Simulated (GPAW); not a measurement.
Runs of GPAW 26.7.0 on CdTe. Symmetry: F-43m, No. 216, cubic system. Conventional cell: a = 6.410 Å, b = 6.410 Å, c = 6.410 Å, α = 90.00°, β = 90.00°, γ = 90.00°. Te (site symmetry -43m) has 4 Cd at 2.78 Å as nearest neighbours. Around Cd (site symmetry -43m) lie 4 Te at 2.78 Å. 

```tsv
task	level	potentials or basis	spin	cell	k mesh	cutoff (eV)	smearing	response ecut	frequency	extrapolate	qp bands	integrate gamma	mesh quality	gap on the mesh (eV)	pressure (GPa)
single point	PBE	GPAW PAW data sets (gpaw-data 1.2.1), pw	off	as given	6 × 6 × 6	500	fermi-dirac 0.05 eV	-	-	-	-	-	not flagged	0.87	3.6
relaxation of cell and atoms	PBEsol	PAW data sets generated in the run's folder for this functional, pw	off	relaxed to 5 GPa	7 × 7 × 7	600	fermi-dirac 0.05 eV	-	-	-	-	-	not flagged	0.95	5.0
band structure	PBEsol	PAW data sets generated in the run's folder for this functional, pw	off	as given	7 × 7 × 7	600	fermi-dirac 0.05 eV	-	-	-	-	-	not flagged	(b)	1.3
single point	LDA	the program's PAW data sets (release 1.2.1) made for this functional, pw	off	as given	6 × 6 × 6	450	fermi-dirac 0.05 eV	-	-	-	-	-	not flagged	0.61	(a)
relaxation of cell and atoms	PBEsol	PAW data sets generated in the run's folder for this functional, pw	off	relaxed to 30 GPa	7 × 7 × 7	600	fermi-dirac 0.05 eV	-	-	-	-	-	not flagged	1.59	30.0
relaxation of cell and atoms	PBEsol	PAW data sets generated in the run's folder for this functional, pw	off	relaxed to 2 GPa	7 × 7 × 7	600	fermi-dirac 0.05 eV	-	-	-	-	-	not flagged	0.80	2.0
relaxation of cell and atoms	PBEsol	PAW data sets generated in the run's folder for this functional, pw	off	relaxed to 10 GPa	7 × 7 × 7	600	fermi-dirac 0.05 eV	-	-	-	-	-	not flagged	1.16	10.0
single point	PBE	GPAW PAW data sets (gpaw-data 1.2.1), pw	off	as given	6 × 6 × 6	450	fermi-dirac 0.05 eV	-	-	-	-	-	not flagged	0.87	3.2
band structure	PBEsol	PAW data sets generated in the run's folder for this functional, pw	SOC, no magnetisation	as given	7 × 7 × 7	600	fermi-dirac 0.05 eV	-	-	-	-	-	not flagged	0.43	1.3
dielectric tensor	PBE	GPAW PAW data sets (gpaw-data 1.2.1), pw	off	as given	6 × 6 × 6	450	fermi-dirac 0.001 eV	80 eV	-	-	-	-	not flagged	0.87	-
```

Task: Estimate the missing entries.

Result: (a) -1.1; (b) 0.76.

Caveats: spin-orbit coupling is left out, which moves the levels of the heavy elements (some runs); later steps reuse the first step's grids (some runs); the cutoff is short for stress and forces, so pressures can be off by a GPa or more (some runs); an odd mesh through Γ misses points on the zone boundary, where band edges often lie (some runs); spin-orbit coupling was added after a scalar SCF, so levels and gaps hold it while energy, forces, pressure and moments don't (some runs); this program's spin-orbit splittings come out too wide for heavy elements (some runs).

A k mesh can miss the band edges, and rows without SOC leave out spin-orbit coupling on Cd, Te.
